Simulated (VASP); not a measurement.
Crystal: TiSe.

```
Ti Se
1.0
     0.00000    3.10300    3.10300
     3.10300    0.00000    3.10300
     3.10300    3.10300    0.00000
Ti Se
1 1
Direct
  0.00000 0.00000 0.00000
  0.25000 0.25000 0.25000
```

The cell comes from a database or a generator and needn't be the stable form of this composition.

Base run:

| Quantity | Value |
| --- | --- |
| Program | VASP 6.6.1 |
| Functional | PBEsol |
| Potentials or basis | VASP PAW PBE potentials, release 64 (Ti_sv, Se) |
| Cutoff | 520 eV |
| k mesh | 5 × 5 × 5 |
| Occupations | gaussian, width 0.05 eV |
| Spin | collinear spin, ferromagnetic start |
| Starting moments | [1.0, 0.0] μB |
| Hubbard terms | Ti d U = 4 eV |

Its results: band gap on the k mesh none (metal or under the smearing width); pressure -7.1 GPa; net moment 2.00 μB per cell; site moments Ti +1.59; Se -0.13 μB.

Problem. The run is repeated on the same cell with these changes: hubbard terms from Ti d U = 4 eV to Ti d U = 2 eV. What comes out?

Solution. Band gap on the k mesh 0.20 eV, indirect (least direct gap 0.24 eV); pressure -4.4 GPa; net moment 2.00 μB per cell; site moments Ti +1.66; Se -0.06 μB.

Caveats: the PAW data sets were made with another functional, which shifts forces and pressure a little; an odd mesh through Γ misses points on the zone boundary, where band edges often lie (some runs).
